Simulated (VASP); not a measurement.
# Bi2Se3 (Paraguanajuatite): relaxation of cell and atoms with PBEsol

Crystal: Bi2Se3 (Paraguanajuatite).

```xyz
5
Lattice="2.0659 1.1928 9.5232 -2.0659 1.1928 9.5232 0.0000 -2.3855 9.5232" Properties=species:S:1:pos:R:3 pbc="T T T"
Bi    0.0000    0.0000   11.4361
Bi    0.0000    0.0000   17.1335
Se    0.0000    0.0000    0.0000
Se    0.0000    0.0000    6.0404
Se    0.0000    0.0000   22.5291
```

```json
{
  "Program": "VASP 6.6.1",
  "Task": "relaxation of cell and atoms",
  "Functional": "PBEsol",
  "Potentials or basis": "VASP PAW PBE potentials, release 64 (Bi_d, Se)",
  "Cutoff": "600 eV",
  "k mesh": "8 × 8 × 8",
  "Occupations": "gaussian, width 0.03 eV",
  "Spin": "no spin polarisation",
  "Further INCAR settings": "ALGO = Normal; EDIFF = 1e-07; IBRION = 2; EDIFFG = -0.005; NSW = 90; ISIF = 3"
}
```

```json
{
 "Relaxed volume": "28.17 Å³/atom",
 "Relaxed cell": "a = 9.818 Å, b = 9.818 Å, c = 9.818 Å, α = 24.30°, β = 24.30°, γ = 24.30°",
 "Space group after relaxing (to 0.05 Å)": "R-3m (No. 166)",
 "Energy gained by relaxing": "0.0 meV/atom",
 "Ionic steps": "2",
 "Pressure after relaxing": "0.0 GPa",
 "Largest force after relaxing": "0.005 eV/Å",
 "Band gap on the k mesh": "0.11 eV, direct"
}
```

Forces in eV/Å, atoms in the order of the input:
```
Bi   0.000  0.000  0.005
Bi   0.000  0.000 -0.005
Se   0.000  0.000  0.000
Se   0.000  0.000 -0.001
Se   0.000  0.000  0.001
```

Final structure:
```xyz
5
Lattice="2.0662 1.1929 9.5235 -2.0662 1.1929 9.5235 0.0000 -2.3859 9.5235" Properties=species:S:1:pos:R:3 pbc="T T T"
Bi    0.0000    0.0000   11.4368
Bi    0.0000    0.0000   17.1336
Se    0.0000    0.0000   28.5704
Se    0.0000    0.0000    6.0405
Se    0.0000    0.0000   22.5299
```

Levels at points of the mesh, in eV from the valence-band top:
```tsv
k point	band 21	band 22	band 23	band 24	band 25	band 26	band 27	band 28
(0.00, 0.00, 0.00)	-1.86	-1.23	-1.23	0.00	0.11	1.32	1.32	2.08
(0.50, 0.00, 0.00)	-3.03	-2.25	-1.26	-0.58	0.75	1.82	2.92	3.08
(0.50, 0.50, 0.00)	-1.96	-1.95	-1.71	-1.04	1.25	1.88	2.52	2.96
(0.50, 0.50, 0.50)	-1.58	-1.44	-1.44	-0.53	0.61	1.63	1.63	1.99
```

Run time: 12 min on 2 MPI ranks on Intel(R) Xeon(R) 6975P-C (Granite Rapids) (shared host), peak memory 1.2 GiB a rank.

Caveat: the PAW data sets were made with another functional, which shifts forces and pressure a little; spin-orbit coupling is left out, which as a rule narrows the gap of such compounds by several tenths of an eV. PBEsol gaps usually lie below the measured ones, often by a third to a half.
